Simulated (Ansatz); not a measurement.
**Pressure against volume in Ga**

The cell was found from a structure generator's guess, not taken from experiment.

The calculation used Ansatz 0.2.0, DFT PBE, scalar-relativistic, plane waves, PAW. The final run on the 1-atom cell used 420 eV, a Γ-centred 20×20×20 mesh, 0.10 eV smearing and no spin polarisation.

```xyz
1
Lattice="2.7165 0.0000 0.0000 0.0000 2.7165 0.0000 0.0000 0.0000 2.7165" Properties=species:S:1:pos:R:3 pbc="T T T"
Ga    0.0000    0.0000    0.0000
```

The cell was set to several volumes, with shape and atoms relaxed at each where symmetry leaves them free. Pressure is positive in compression, and energies count from the lowest row. No row has a gap on its mesh.

| row | V (Å³/atom) | P (GPa) | ΔE (meV/atom) |
| --- | --- | --- | --- |
| 1 | 17.640 | 8.34 | 54.4 |
| 2 | 18.242 | 5.67 | 28.3 |
| 3 | 18.843 | ? | ? |
| 4 | 19.444 | 1.51 | 2.5 |
| 5 | 20.046 | 0.02 | 0.0 |
| 6 | 20.647 | -1.19 | 2.3 |
| 7 | 21.248 | -2.25 | 8.9 |
| 8 | 22.050 | -3.39 | 23.3 |

Q: Find B = −V·ΔP/ΔV from rows 4 and 6 and from rows 1 and 2, and from the two its slope B′ and its value B0 at zero pressure.

A: Rows 4 and 6 give −(19.444 + 20.647)/2 × (-1.19 − (1.51))/(20.647 − 19.444) = 45.0 GPa at a mean pressure of 0.16 GPa. Rows 1 and 2 give −(17.640 + 18.242)/2 × (5.67 − (8.34))/(18.242 − 17.640) = 79.6 GPa at a mean pressure of 7.00 GPa. So B′ = (79.6 − 45.0)/(7.00 − (0.16)) = 5.06 and B0 = 45.0 − 5.06 × (0.16) = 44.2 GPa. A third-order Birch–Murnaghan fit to all the energies gives B0 = 46.0 GPa and B′ = 5.6.

Q: Estimate the pressure and energy of row 3.

A: From row 5, V0 = 20.046 × (1 + (0.02)/44.2) = 20.055 Å³/atom. Murnaghan's form P = (B0/B′)·[(V0/V)^B′ − 1] gives (44.2/5.06) × [(20.055/18.843)^5.06 − 1] = 3.24 GPa; the computed pressure is 3.40 GPa, so the estimate is off by -0.16 GPa. The work of compression from row 4, with the mean of the two pressures, gives ΔE = 2.5 + (3.24 + 1.51)/2 × (19.444 − 18.843)/160.2 × 1000 = 11.4 meV/atom (1 eV/Å³ = 160.2 GPa); the computed value is 11.5 meV/atom.

All volumes keep the k mesh of the relaxed cell. Symmetry constrained the relaxation, so the result can be a saddle point.
